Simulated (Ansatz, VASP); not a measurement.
# One calculation of Ti, two programs

```
Ti
1.0
    -1.61882    1.61882    1.61882
     1.61882   -1.61882    1.61882
     1.61882    1.61882   -1.61882
Ti
1
Direct
  0.00000 0.00000 0.00000
```

Change from the starting cell: volume scaled by 0.96, crystal datasets.

Alike in both runs: task electric field gradients; functional PBEsol; k mesh 17 × 17 × 17; occupations fermi-dirac, width 0.08 eV; no spin polarisation.

|  | VASP | Ansatz |
| --- | --- | --- |
| version | VASP 6.6.1 | Ansatz 0.2.0 |
| potentials or method | VASP PAW PBE potentials, release 64 (Ti_sv), cutoff 520 eV | all-electron PAW with datasets made for the crystal, scalar-relativistic |

VASP gave:

```
pressure (GPa)                                                 : -2.8
Vzz of the field gradient on the site that differs most (V/Å²) : 0.0
```

Problem. Estimate Ansatz's values.

Solution. Pressure (GPa): -2.6; Vzz of the field gradient on the site that differs most (V/Å²): 0.0.

Ansatz ran all-electron here, so the differences hold the error of VASP's frozen core and of both bases.

Caveats: the PAW data sets were made with another functional, which shifts forces and pressure a little (VASP).
